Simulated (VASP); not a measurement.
Input of a VASP 6.6.1 run:

File INCAR:

```
SYSTEM = GaN
PREC = Accurate ; ENCUT = 600
EDIFF = 1E-7 ; ISMEAR = 0
SIGMA = 0.03 ; LREAL = .FALSE.
LASPH = .TRUE. ; NELM = 80
ALGO = Normal ; ISIF = 4
LWAVE = .FALSE. ; LCHARG = .FALSE.
GGA = PE ; IBRION = 2
NSW = 40 ; EDIFFG = -0.01
```

Contents of KPOINTS:

```
regular mesh
0
G
  12 12 5
  0 0 0
```

The input POSCAR:

```
GaN                                     
1.0
    3.1742373755      0.0000000000      0.0000000000
   -1.5871186877      2.7489702048      0.0000000000
    0.0000000000      0.0000000000      5.1731802411
  Ga              N             
     2     2
Direct
     0.3333333332999970    0.6666666667000030    0.9991860842781787
     0.6666666667000030    0.3333333332999970    0.4991860842781787
     0.3333333332999970    0.6666666667000030    0.3758139157218213
     0.6666666667000030    0.3333333332999970    0.8758139157218213
```

Potentials or basis: VASP PAW PBE potentials, release 64 (Ga_d, N).

Launch:

```sh
$ cat potpaw_PBE.64/Ga_d/POTCAR potpaw_PBE.64/N/POTCAR > POTCAR
$ mpirun -np 1 vasp_std > vasp.out
```

Problem. Estimate the band gap on the k mesh.

Solution. 1.99 eV, direct.

Forces on the atoms (eV/Å):
```
Ga   0.000  0.000  0.006
Ga   0.000  0.000  0.006
N    0.000  0.000 -0.006
N    0.000  0.000 -0.006
```

Caveat: the relaxation stopped at its first step, so nothing moved.
